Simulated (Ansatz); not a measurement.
Molecular dynamics on a 1×1×2 supercell (8 atoms) of InSe (C2/m), relaxed with r2SCAN+rVV10. Forces come from r2SCAN in the plane-wave code Ansatz: Langevin thermostat and barostat (NPT), 450 K, steps of 3 fs. Spin polarisation is off, nuclei are classical, and the run is far too short for thermal averages.

```yaml
crystal:
  lattice:
    - [5.8791298182, -2.0549041834, 0.0681376776]
    - [5.8791298182, 2.0549041834, 0.0681376776]
    - [-3.3666467102, 0.0, 8.771778203]
  atoms:
    - { symbol: In, position: [0.1131987515, 0.1131987515, 0.4825655223] }
    - { symbol: In, position: [0.8868012485, 0.8868012485, 0.0174344777] }
    - { symbol: Se, position: [0.3425800518, 0.3425800518, 0.1754719075] }
    - { symbol: Se, position: [0.6574199482, 0.6574199482, 0.3245280925] }
    - { symbol: In, position: [0.1131987515, 0.1131987515, 0.9825655223] }
    - { symbol: In, position: [0.8868012485, 0.8868012485, 0.5174344777] }
    - { symbol: Se, position: [0.3425800518, 0.3425800518, 0.6754719075] }
    - { symbol: Se, position: [0.6574199482, 0.6574199482, 0.8245280925] }
kpoints:
  mp_grid: { grid: [4, 4, 2] }
hamiltonian:
  xc: r2scan
scf:
  occupations: { method: fermi_dirac, width: 0.039 }
md:
  ensemble: npt_langevin
  temperature: 450
  timestep: 3.0
  n_steps: 20
  initial_velocities: maxwell_boltzmann
  seed: 3000
```

Command: `ansatz run input.yaml --threads 4 --pin off --max-ram 4608MiB --backend cpu --events-out ev --progress --plain --runs-dir out`. It ended after 7.6 min on 4 threads of Arm Neoverse N1 (shared host), load about 0.8 per core; peak host memory 1.5 GiB.

```
step  t (fs)  T (K)  free energy F from step 0 (meV/atom)  kinetic energy (meV/atom)  pressure (GPa)  volume (Å³/atom)  largest force (eV/Å)
   0       0    394                                   0.0                       50.9            1.12             26.61                  0.02
   1       3    314                                   0.3                       40.6            1.04             26.61                  0.12
   2       6    336                                   1.0                       43.5            1.04             26.62                  0.21
   3       9    345                                   2.0                       44.6            1.03             26.64                  0.29
   4      12    325                                   3.4                       42.0            1.02             26.66                  0.37
   5      15    347                                   5.2                       44.9            1.03             26.69                  0.44
   6      18    308                                   7.4                       39.8            1.00             26.73                  0.51
   7      21    336                                  10.0                       43.4            0.99             26.77                  0.57
   8      24    337                                  12.9                       43.6            0.98             26.81                  0.62
   9      27    351                                  16.1                       45.4            1.00             26.84                  0.66
  10      30    299                                  19.5                       38.7            1.02             26.85                  0.73
  11      33    303                                  23.1                       39.1            1.08             26.86                  0.80
  12      36    303                                  26.8                       39.1            1.15             26.86                  0.88
  13      39    301                                  30.2                       38.9            1.16             26.87                  0.96
  14      42    292                                  33.3                       37.7            1.14             26.89                  1.03
  15      45    285                                  36.1                       36.9            1.12             26.89                  1.09
  16      48    219                                  38.2                       28.3            1.05             26.90                  1.14
```

The temperature goes from 394 K to 219 K in 48 fs. The thermostat hasn't had time to restore it. The atoms start on their lattice sites with kinetic energy alone, so much of it first passes into potential energy. The first value is 7/8 of the setting, since velocities are drawn without the motion of the centre of mass and T is counted over all atoms. The job's limit cut the run after 16 of 20 steps.

Positions (Å) and forces (eV/Å) at step 16:
```
cell (Å): 5.900 -2.062 0.068; 5.900 2.062 0.068; -3.379 0.000 8.803
In  -0.147   0.073   4.267    -0.832  -0.423  -0.433
In  10.411  -0.067   0.318    -0.260   0.262  -0.012
Se   3.356   0.018   1.646     0.550  -0.334  -0.030
Se   6.565  -0.021   2.837     0.580   0.369   0.494
In  -1.951   0.010   8.737    -0.433  -0.106  -0.374
In   8.827   0.006   4.697     0.248  -0.545  -0.859
Se   1.859  -0.091   5.856    -0.165   0.677   0.908
Se   4.923  -0.030   7.340     0.312   0.100   0.306
```
